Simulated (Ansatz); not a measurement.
**Elastic constants of P: input and output**

Computed with DFT PBEsol+D3(BJ), scalar-relativistic, plane waves, PAW in Ansatz 0.2.0.

Launched with:
```bash
ansatz run input.yaml --threads 1 --pin off --max-ram 3072MiB --backend cpu --events-out ev --progress --plain --runs-dir out
```

Input (bare energies are in eV):
```yaml
crystal:
  lattice:
    - [2.3930632693, 0.0, 0.0]
    - [0.0, 2.3930632693, 0.0]
    - [0.0, 0.0, 2.3930647578]
  atoms:
    - { symbol: P, position: [0.0, 0.0, 0.0] }
basis:
  ecutwfc: 420
kpoints:
  mp_grid: { grid: [20, 20, 20] }
hamiltonian:
  xc: pbesol
  dispersion: d3bj
scf:
  occupations: { method: fermi_dirac, width: 0.15 }
output:
  forces: true
  stress: true
  eigenvalues: true
elastic:
  mode: relaxed_ion
  amplitude: 0.005
```

From the output:
```
--- Elastic constants: 2 strain directions × 4 members + reference (group order 48) ---
  dense FFT box of the reference and of every strained cell: 18×18×18
  strains applied: 11, 23; error gains: componentwise 1.00 (the most a stress slope's error grows in a printed constant), spectral 1.73 (1 for all six strains in a standard setting)
  pairwise dispersion correction: d3bj (s6 = 1.0, s8 = 2.9491, a1 = 0.4466, a2_bohr = 6.1742), with the weights of each atom's references fixed at the reference crystal's, and the forces and stress that the weights' published response gives ...
  C = ∂σ_k/∂η_j (tension-positive GPa; Voigt order 11 22 33 23 13 12):
       281.883     58.350     58.350     -0.000     -0.000     -0.000
        58.350    281.883     58.350     -0.000     -0.000     -0.000
        58.350     58.350    281.883     -0.000     -0.000     -0.000
        -0.000      0.000      0.000     60.990     -0.000      0.000
        -0.000     -0.000      0.000      0.000     60.990      0.000
        -0.000     -0.000     -0.000      0.000      0.000     60.990
  reference stress σ⁰ (GPa):      0.010      0.010      0.010     -0.000     -0.000     -0.000
  C* (energy form; C + prestress term) asymmetry max|C*_kj − C*_jk| = 7.105e-14 GPa — a small one proves nothing (zero by symmetry where the batch's group is 432, −43m or m−3m); a large one is finite-difference/SCF noise where every solve ...
  moduli (Voigt/Reuss/Hill, GPa): K = 132.86/132.86/132.86   G = 81.30/74.53/77.92   E = 195.53   ν = 0.255
  mechanically stable: yes (min eigenvalue of sym C = 60.99 GPa)
  strain η (Voigt 11):  stress-route row diagonal C_11 = 281.88 GPa, energy-path curvature d²(F+E_count+ΔE)/dδ²/Ω₀ = 281.86 GPa
    cells at ±δ against ±2δ: C11 282.65 and 284.95 GPa, apart by 0.82 % of the column's largest entry
         δ    σ_11 (GPa) F (eV) n_scf n_hpsi n_pw
    -1.000e-2      -3.0106        -740.4745234       6   98280    284   relax 0 steps, max|allowed force component| 0.00e0 eV/Å
    -5.000e-3      -1.4464        -740.4754723       4   85449    285   relax 0 steps, max|allowed force component| 0.00e0 eV/Å
     5.000e-3       1.3801        -740.4754757       4   85390    286   relax 0 steps, max|allowed force component| 0.00e0 eV/Å
     1.000e-2       2.6885        -740.4746048       5   87137    288   relax 0 steps, max|allowed force component| 0.00e0 eV/Å
  strain η (Voigt 23):  stress-route row diagonal C_44 = 60.99 GPa, energy-path curvature d²(F+E_count+ΔE)/dδ²/Ω₀ = 60.98 GPa
    cells at ±δ against ±2δ: C44 61.07 and 61.30 GPa, apart by 0.39 % of the column's largest entry
         δ    σ_23 (GPa) F (eV) n_scf n_hpsi n_pw
    -1.000e-2      -0.6130        -740.4755143       5  168440    286   relax 0 steps, max|allowed force component| 0.00e0 eV/Å
    -5.000e-3      -0.3053        -740.4757106       3  140081    286   relax 0 steps, max|allowed force component| 0.00e0 eV/Å
     5.000e-3       0.3053        -740.4757106       3  138001    286   relax 0 steps, max|allowed force component| 0.00e0 eV/Å
     1.000e-2       0.6130        -740.4755143       4  141255    286   relax 0 steps, max|allowed force component| 0.00e0 eV/Å
```

The run took 49 s on 1 thread of Intel(R) Xeon(R) Platinum 8488C (Sapphire Rapids) (shared host), peak memory 0.48 GiB.

In a metal, frequencies and elastic constants depend on the k mesh and the smearing, soft modes and shear constants most.

This simple cubic form isn't the element's structure at ambient conditions.